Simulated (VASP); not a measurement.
# ZnO (P6_3mc) in VASP: a series of runs

One crystal, ZnO, is run at these levels: r2SCAN; tasks: relaxation of cell and atoms, vibrations by finite differences.

Program: VASP 6.6.1. These are calculated values, not measurements. Logs are shortened: lines on timing, memory, paths and dates and some standing lists are left out, and cuts for length are marked.

## Step 1: The crystal as given

Symmetry: P6_3mc, No. 186, hexagonal system. The conventional cell has a = 3.249 Å, b = 3.249 Å, c = 5.206 Å, α = 90.00°, β = 90.00°, γ = 120.00°. Around Zn (site symmetry 3m) lie 4 O at 1.97 to 1.98 Å. O (site symmetry 3m) has 4 Zn at 1.97 to 1.98 Å as nearest neighbours.

## Step 2: Relaxation of cell and atoms, r2SCAN

Input file INCAR:

```
SYSTEM = ZnO
ALGO = Normal
EDIFF = 1E-7
EDIFFG = -0.002
ENCUT = 520
IBRION = 2
ISIF = 3
ISMEAR = 0
KPAR = 4
LASPH = .True.
LCHARG = .False.
LMIXTAU = .True.
LREAL = .False.
LWAVE = .False.
METAGGA = R2SCAN
NELM = 60
NSW = 80
PREC = Accurate
SIGMA = 0.02
```

Input file KPOINTS:

```
k-points
0
Gamma
  12 12 6
  0 0 0
```

Input file POSCAR:

```
ZnO
1.0
    3.2493080000      0.0000000000      0.0000000000
   -1.6246540000      2.8139832700      0.0000000000
    0.0000000000      0.0000000000      5.2057090000
Zn O
2 2
Direct
    0.3333333300      0.6666666700      0.5000000000
    0.6666666700      0.3333333300      0.0000000000
    0.6666666700      0.3333333300      0.3790100000
    0.3333333300      0.6666666700      0.8790100000
```

Potentials or basis: VASP PAW PBE potentials, release 64 (Zn, O).

Run with:

```
$ cat potpaw_PBE.64/Zn/POTCAR potpaw_PBE.64/O/POTCAR > POTCAR
$ mpirun -np 4 vasp_std > vasp.out
```

OUTCAR:

```text
SYSTEM = ZnO
   EDIFF = 1E-7
   EDIFFG = -0.002
   ENCUT = 520
   IBRION = 2
   ISIF = 3
   ISMEAR = 0
   LASPH = .True.
   LREAL = .False.
   METAGGA = R2SCAN
   NELM = 60
   NSW = 80
   PREC = Accurate

 ion  position               nearest neighbor table
   1  0.333  0.667  0.500-   4 1.97   3 1.98   3 1.98   3 1.98
   2  0.667  0.333  0.000-   3 1.97   4 1.98   4 1.98   4 1.98
   3  0.667  0.333  0.379-   2 1.97   1 1.98   1 1.98   1 1.98
   4  0.333  0.667  0.879-   1 1.97   2 1.98   2 1.98   2 1.98

  LATTYP: Found a hexagonal cell.
 ALAT       =     3.2493080000
 C/A-ratio  =     1.6020977390

  Lattice vectors:

 A1 = (   3.2493080000,   0.0000000000,   0.0000000000)
 A2 = (  -1.6246540000,   2.8139832700,   0.0000000000)
 A3 = (   0.0000000000,   0.0000000000,   5.2057090000)

Analysis of symmetry for initial positions (statically):
=====================================================================
 Subroutine PRICEL returns:
 Original cell was already a primitive cell.

 Routine SETGRP: Setting up the symmetry group for a
 hexagonal supercell.

 Subroutine GETGRP returns: Found 12 space group operations
 (whereof  6 operations were pure point group operations)
 out of a pool of 24 trial point group operations.

The static configuration has the point symmetry C_3v.
 The point group associated with its full space group is C_6v.

Analysis of symmetry for dynamics (positions and initial velocities):
=====================================================================
 Subroutine PRICEL returns:
 Original cell was already a primitive cell.

 Routine SETGRP: Setting up the symmetry group for a
 hexagonal supercell.

 Subroutine GETGRP returns: Found 12 space group operations
 (whereof  6 operations were pure point group operations)
 out of a pool of 24 trial point group operations.

The dynamic configuration has the point symmetry C_3v.
 The point group associated with its full space group is C_6v.

 Subroutine INISYM returns: Found 12 space group operations
 (whereof  6 operations are pure point group operations),
 and found     1 'primitive' translations

----------------------------------------------------------------------------------------

                                     Primitive cell

  volume of cell :      47.5984

[... 98 lines left out ...]
   ISIF   =      3    stress and relaxation
   ISYM   =      2    0-nonsym 1-usesym 2-fastsym
   POTIM  = 0.5000    time-step for ionic-motion
   TEBEG  =    0.0;   TEEND  =   0.0 temperature during run
   PSTRESS=    0.0 pullay stress
   NELECT =      36.0000    total number of electrons
   NUPDOWN=      -1.0000    fix difference up-down
   EMIN   =  10.00;   EMAX   =-10.00  energy-range for DOS
   EFERMI =   0.00;   METHOD = LEGACY
   ISMEAR =     0;   SIGMA  =   0.02  broadening in eV -4-tet -1-fermi 0-gaus
   EFERMI_NEDOS =   21; number of points for ismear=-14 and -15
   IALGO  =     38    algorithm
   IMIX   =      4    mixing-type and parameters
     AMIX     =   0.40;   BMIX     =  1.00
     AMIX_MAG =   1.60;   BMIX_MAG =  1.00
  volume/ion in A,a.u.               =      11.90        80.30
  Fermi-wavevector in a.u.,A,eV,Ry     =   1.491574  2.818667 30.270160  2.224794
  Thomas-Fermi vector in A             =   2.604212
   LORBIT       =      0    0 simple, 1 ext, 2 COOP (PROOUT), +10 PAW based schemes
   METAGGA = R2SCAN    functional components
   LHFCALC =     F    Hartree Fock is set to
   AEXX    =    0.0000 exact exchange contribution
   IVDW    =     0    specifies the selected vdW correction
   LEPSILON=     F    determine dielectric tensor
   LRPA    =     F    only Hartree local field effects (RPA)
 conjugate gradient relaxation of ions
 non-spin polarized calculation
 Gauss-broadening in eV      SIGMA  =   0.02
  energy-cutoff  :      520.00
  volume of cell :       47.60
 maximum number of plane-waves:      1302
   NGX = 13   NGY = 13   NGZ = 19

--------------------------------------- Ionic step        1  -------------------------------------------

 number of electron      36.0000017 magnetization

 Free energy of the ion-electron system (eV)
  ---------------------------------------------------
  ext. energy  EPLUGINS =         0.00000000
  ---------------------------------------------------
  free energy    TOTEN  =       -36.31718166 eV

  energy without entropy =      -36.31718166  energy(sigma->0) =      -36.31718166

------------------------ aborting loop because EDIFF is reached ----------------------------------------

  FORCE on cell =-STRESS in cart. coord.  units (eV):
  Direction    XX          YY          ZZ          XY          YZ          ZX
  --------------------------------------------------------------------------------------
  -------------------------------------------------------------------------------------
  Total       -0.2081335     -0.2081335      0.3110054      0.0000000      0.0000000      0.0000000
  in kB       -7.0058411     -7.0058411     10.4685438      0.0000000      0.0000000      0.0000000
  external PRESSURE =      -1.1810462 kB  Pullay stress =       0.0000000 kB
[... 139 lines left out ...]
--------------------------------------- Ionic step        5  -------------------------------------------

 number of electron      36.0000021 magnetization

 Free energy of the ion-electron system (eV)
  ---------------------------------------------------
  ext. energy  EPLUGINS =         0.00000000
  ---------------------------------------------------
  free energy    TOTEN  =       -36.31856941 eV

  energy without entropy =      -36.31856941  energy(sigma->0) =      -36.31856941

 E-fermi :   0.9496     XC(G=0): -11.6660

 val. band max:        0.8551280066   @ k =   0.0000   0.0000   0.0000
 cond. band min:       2.0794781529   @ k =   0.0000   0.0000   0.0000
 fundamental gap:      1.2243501463
 Fermi energy:         0.9495994388

 k-point     1 :       0.0000    0.0000    0.0000
  band No.  band energies     occupation
      1     -18.2332      2.00000
      2     -17.5468      2.00000
      3      -4.9705      2.00000
      4      -4.9705      2.00000
      5      -4.9070      2.00000
      6      -4.8392      2.00000
[... 589 lines left out ...]
     21       9.8057      0.00000
     22      10.3843      0.00000

 [... further k-points ...]

------------------------ aborting loop because EDIFF is reached ----------------------------------------

  FORCE on cell =-STRESS in cart. coord.  units (eV):
  Direction    XX          YY          ZZ          XY          YZ          ZX
  --------------------------------------------------------------------------------------
  -------------------------------------------------------------------------------------
  Total       -0.0068011     -0.0068011     -0.0004502      0.0000000      0.0000000      0.0000000
  in kB       -0.2290850     -0.2290850     -0.0151660      0.0000000      0.0000000      0.0000000
  external PRESSURE =      -0.1577786 kB  Pullay stress =       0.0000000 kB
[... 19 lines left out ...]
  FREE ENERGIE OF THE ION-ELECTRON SYSTEM (eV)
  ---------------------------------------------------
  free  energy   TOTEN  =       -36.3185694130 eV

  energy  without entropy=      -36.3185694130  energy(sigma->0) =      -36.31856941

 reached required accuracy - stopping structural energy minimisation
```

OSZICAR:

```text
N       E                     dE             d eps       ncg     rms          rms(c)
DAV:   1     0.267765641262E+03    0.26777E+03   -0.19506E+04  3352   0.245E+03
DAV:   2    -0.155652161723E+02   -0.28333E+03   -0.27335E+03  3566   0.452E+02
DAV:   3    -0.460289044100E+02   -0.30464E+02   -0.30262E+02  3890   0.158E+02
[... 75 lines left out ...]
DAV:   5    -0.363185682771E+02    0.26287E-05   -0.20644E-06  3344   0.179E-02    0.107E-03
DAV:   6    -0.363185698201E+02   -0.15430E-05   -0.18033E-07  2188   0.436E-03    0.222E-04
DAV:   7    -0.363185691126E+02    0.70754E-06   -0.27849E-08  1708   0.165E-03    0.264E-04
DAV:   8    -0.363185695402E+02   -0.42768E-06   -0.48628E-09  1684   0.163E-03    0.765E-05
DAV:   9    -0.363185694144E+02    0.12587E-06   -0.31064E-09  1708   0.499E-04    0.771E-05
DAV:  10    -0.363185694130E+02    0.13315E-08   -0.69686E-10  1708   0.289E-04
   5 F= -.36318569E+02 E0= -.36318569E+02  d E =0.961093E-05
```

CONTCAR:

```text
ZnO
   1.00000000000000
     3.2434016471265035    0.0000000000000000    0.0000000000000000
    -1.6217008235632517    2.8088682183826710    0.0000000000000000
     0.0000000000000000    0.0000000000000000    5.2210915095672288
  Zn              O
     2     2
Direct
     0.3333333300000021    0.6666666699999979    0.4994200214518115
     0.6666666699999979    0.3333333300000021    0.9994200214518114
     0.6666666699999979    0.3333333300000021    0.3795899785481894
     0.3333333300000021    0.6666666699999979    0.8795899785481895

  0.00000000E+00  0.00000000E+00  0.00000000E+00
  0.00000000E+00  0.00000000E+00  0.00000000E+00
  0.00000000E+00  0.00000000E+00  0.00000000E+00
  0.00000000E+00  0.00000000E+00  0.00000000E+00
```

Wall time 1.9 min (4 MPI ranks of Intel Xeon 6975P-C (Granite Rapids), shared host); peak memory 0.21 GiB.

What came out:

```
Free energy                            : -36.3186 eV
Relaxed volume                         : 11.89 Å³/atom
Relaxed cell                           : a = 3.243 Å, b = 3.243 Å, c = 5.221 Å, α = 90.00°, β = 90.00°, γ = 120.00°
Space group after relaxing (to 0.05 Å) : P6_3mc (No. 186)
Energy gained by relaxing              : 0.3 meV/atom
Ionic steps                            : 5
Pressure after relaxing                : 0.0 GPa
Band gap on the k mesh                 : 1.22 eV, direct
```

The path:
```tsv
step	energy change (eV)	largest force (eV/Å)	pressure (GPa)	volume (Å³)
1	0.0000	0.0860	-0.12	47.60
2	-0.0013	0.0306	0.08	47.54
3	-0.0014	0.0033	0.03	47.55
4	-0.0014	0.0015	0.03	47.55
5	-0.0014	0.0013	-0.02	47.57
```

Final structure:
```yaml
crystal:
  lattice:
    - [3.24340, 0.00000, 0.00000]
    - [-1.62170, 2.80887, 0.00000]
    - [0.00000, 0.00000, 5.22109]
  atoms:
    - { symbol: Zn, position: [0.33333, 0.66667, 0.49942] }
    - { symbol: Zn, position: [0.66667, 0.33333, 0.99942] }
    - { symbol: O, position: [0.66667, 0.33333, 0.37959] }
    - { symbol: O, position: [0.33333, 0.66667, 0.87959] }
```

Caveat: the PAW data sets were made with another functional, which shifts forces and pressure a little.

## Step 3: Relaxation of cell and atoms, r2SCAN

INCAR is that of step 2.

KPOINTS is that of step 2.

Input file POSCAR:

```
ZnO                                     
1.0
    3.2434016471      0.0000000000      0.0000000000
   -1.6217008236      2.8088682184      0.0000000000
    0.0000000000      0.0000000000      5.2210915096
  Zn              O             
     2     2
Direct
     0.3333333300000021    0.6666666699999979    0.4994200214518115
     0.6666666699999979    0.3333333300000021    0.9994200214518114
     0.6666666699999979    0.3333333300000021    0.3795899785481894
     0.3333333300000021    0.6666666699999979    0.8795899785481895
```

Potentials or basis: VASP PAW PBE potentials, release 64 (Zn, O).

Run with:

```
$ cat potpaw_PBE.64/Zn/POTCAR potpaw_PBE.64/O/POTCAR > POTCAR
$ mpirun -np 4 vasp_std > vasp.out
```

Run time: 41 s. Hardware: 4 MPI ranks of Intel Xeon 6975P-C (Granite Rapids), shared host; peak memory 0.2 GiB.

Results (log left out):

```
Free energy             : -36.3185 eV
Pressure after relaxing : 0.0 GPa
Band gap on the k mesh  : 1.22 eV, direct
```

Final structure:
```yaml
crystal:
  lattice:
    - [3.24340, 0.00000, 0.00000]
    - [-1.62170, 2.80887, 0.00000]
    - [0.00000, 0.00000, 5.22109]
  atoms:
    - { symbol: Zn, position: [0.33333, 0.66667, 0.49942] }
    - { symbol: Zn, position: [0.66667, 0.33333, 0.99942] }
    - { symbol: O, position: [0.66667, 0.33333, 0.37959] }
    - { symbol: O, position: [0.33333, 0.66667, 0.87959] }
```

Levels at points of the mesh, in eV from the valence-band top:
```tsv
k point	band 15	band 16	band 17	band 18	band 19	band 20	band 21	band 22
(0.00, 0.00, 0.00)	-0.81	-0.10	0.00	0.00	1.22	5.84	8.81	13.69
(0.50, 0.00, 0.00)	-2.85	-2.31	-1.30	-0.86	6.40	7.35	8.08	9.27
(0.00, 0.00, 0.50)	-0.40	-0.40	-0.40	-0.40	3.92	3.92	10.80	10.80
(0.50, 0.00, 0.50)	-1.54	-1.54	-1.40	-1.40	6.24	6.24	9.14	9.14
```

Caveat: the relaxation stopped at its first step, so nothing moved; the PAW data sets were made with another functional, which shifts forces and pressure a little. r2SCAN opens gaps a little over a GGA but as a rule still falls short of measured ones.

## Step 4: Vibrations by finite differences, r2SCAN

Input file INCAR:

```
  PREC = Accurate
  ENCUT = 520
  EDIFF = 1E-8
  ISMEAR = 0
  SIGMA = 0.02
  LREAL = F
  LASPH = T
  NELM = 60
  ALGO = Normal
  ISIF = 2
  LWAVE = F
  LCHARG = F
  METAGGA = R2SCAN
  LMIXTAU = T
  IBRION = 6
  NFREE = 2
  POTIM = 0.015
  NSW = 1
  KPAR = 4
```

Input file KPOINTS:

```
Automatic mesh
0
Gamma
  12 12 6
```

Input file POSCAR:

```
ZnO                                     
1.0
    3.2434016471      0.0000000000      0.0000000000
   -1.6217008236      2.8088682184      0.0000000000
    0.0000000000      0.0000000000      5.2210915096
  Zn              O             
     2     2
Direct
     0.3333333300000021    0.6666666699999979    0.4994200214518116
     0.6666666699999979    0.3333333300000021    0.9994200214518116
     0.6666666699999979    0.3333333300000021    0.3795899785481893
     0.3333333300000021    0.6666666699999979    0.8795899785481893
```

Run with:

```
$ cat potpaw_PBE.64/Zn/POTCAR potpaw_PBE.64/O/POTCAR > POTCAR
$ mpirun -np 4 vasp_std > vasp.out
```

Run time: 8.3 min. Hardware: 4 MPI ranks of Intel Xeon 6975P-C (Granite Rapids), shared host; peak memory 0.71 GiB.

Results (log left out):

- Highest phonon frequency at Γ, LO-TO splitting left out: 544 cm⁻¹

Phonon frequencies in cm⁻¹ (negative: imaginary):
```csv
q point,frequencies
"(0.000, 0.000, 0.000)",-8 -2 -2 89 89 273 376 400 400 434 434 544
```

Caveat: the PAW data sets were made with another functional, which shifts forces and pressure a little.
